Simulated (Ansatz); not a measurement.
Here is an Ansatz 0.2.0 calculation.

File input.yaml:

```yaml
crystal:
  lattice:
    - [6.33, 0.0, 0.0]
    - [0.0, 3.469, 0.0]
    - [-0.9467947088, 0.0, 13.8276237937]
  atoms:
    - { symbol: Te, position: [0.9437, 0.75, 0.6045] }
    - { symbol: Te, position: [0.0563, 0.25, 0.3955] }
    - { symbol: Te, position: [0.903, 0.25, 0.8514] }
    - { symbol: Te, position: [0.097, 0.75, 0.1486] }
    - { symbol: Te, position: [0.4112, 0.75, 0.8955] }
    - { symbol: Te, position: [0.5888, 0.25, 0.1045] }
    - { symbol: Te, position: [0.4432, 0.25, 0.6484] }
    - { symbol: Te, position: [0.5568, 0.75, 0.3516] }
    - { symbol: Mo, position: [0.8167, 0.75, 0.9926] }
    - { symbol: Mo, position: [0.1833, 0.25, 0.0074] }
    - { symbol: Mo, position: [0.6819, 0.25, 0.4934] }
    - { symbol: Mo, position: [0.3181, 0.75, 0.5066] }
hamiltonian:
  xc: lda
  pseudopotentials: { kind: paw }
  hubbard: { sites: [{ species: Mo, l: d, u_eff: 6.2 }] }
kpoints:
  mp_grid: { grid: [4, 8, 2] }
  band_path:
    path:
      - [[0.0, 0.0, 0.0], [0.0, 0.0, 0.5], [-0.4866717952, 0.0, 0.5727927773], [-0.5, 0.0, 0.5], [-0.5, 0.5, 0.5], [-0.5133282048, 0.5, 0.4272072227], [-0.5, 0.5, 0.0], [-0.5, 0.0, 0.0], [-0.5133282048, 0.0, 0.4272072227]]
      - [[-0.4866717952, 0.5, 0.5727927773], [0.0, 0.5, 0.5], [0.0, 0.5, 0.0]]
      - [[0.0, 0.0, 0.5], [0.0, 0.5, 0.5]]
    npoints: 10
scf:
  occupations: { method: fermi_dirac, width: 0.05 }
  n_extra_bands: 30
output:
  forces: true
  stress: true
  eigenvalues: true
  fatbands: true
```

Potentials or basis: Ansatz PAW.

Launch:

```sh
$ ansatz run input.yaml --threads 2 --pin off --max-ram 5120MiB --backend cpu --events-out ev --progress --plain --runs-dir out
```

Predict the band gap on the k mesh.

none (metal or under the smearing width).

What does it give for the pressure?

-1.9 GPa.

Forces on the atoms (eV/Å):
```
Te  -0.038  0.000 -0.217
Te   0.038  0.000  0.217
Te  -0.009  0.000  0.408
Te   0.009  0.000 -0.408
Te  -0.041  0.000  0.276
Te   0.041  0.000 -0.276
Te  -0.013  0.000 -0.447
Te   0.013  0.000  0.447
Mo   0.129  0.000  0.407
Mo  -0.129  0.000 -0.407
Mo  -0.232  0.000  0.333
Mo   0.232  0.000 -0.333
```

Caveat: spin-orbit coupling is left out, which moves the levels of the heavy elements; U without spin polarisation on a metal has little footing; the PAW data sets come from PBE, with cores solved anew for the run's functional, which leaves a small shift of forces and pressure; the U is typed as a test and isn't derived for this compound.
